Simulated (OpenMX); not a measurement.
LiH under changes of volume

One of the cells (8.618 Å³/atom); the others are scaled copies at fixed shape and fractional positions:

```
Li H
1.0
     0.00000    2.05024    2.05024
     2.05024    0.00000    2.05024
     2.05024    2.05024    0.00000
Li H
1 1
Cartesian
  0.0000 0.0000 0.0000
  2.0502 2.0502 2.0502
```

```yaml
Program: OpenMX 3.8.5
Functional: PBE
Potentials_or_basis: OpenMX 2013 PBE set, Li8.0-s3p2, H6.0-s2p1, fixed grid of 24 × 24 × 24 points
k_mesh: 11 × 11 × 11
Occupations: fermi-dirac, width 0.05 eV
Spin: no spin polarisation
```

```tsv
volume (Å³/atom)	energy over the lowest point (meV/atom)	gap on the mesh (eV)
7.942	?	?
8.111	0.00	3.11
8.280	0.72	3.12
8.618	4.18	3.14
8.787	6.86	3.14
8.956	10.07	3.15
```

What does the run at 7.942 Å³/atom give?

Energy over the lowest point 0.04 meV/atom; gap on the mesh 3.10 eV.

Worked out: A Birch-Murnaghan fit of order 3 (a polynomial in V^(-2/3)) to the other rows has its minimum at 8.03 Å³/atom, just outside them, with B0 = V·E''(V) = 35 GPa (rough, since the energies scatter). It gives 0.04 meV/atom at 7.942 Å³/atom, against the run's 0.04. A straight line through the other rows of the gap, of slope 0.393 eV per unit of ln V (its deformation potential), extrapolates to 3.10 eV, against the run's 3.10.

Energies are extrapolated to zero smearing.

Caveats: an odd mesh through Γ misses points on the zone boundary, where band edges often lie; the basis of atomic orbitals isn't converged, which shifts pressures, moduli and gaps.
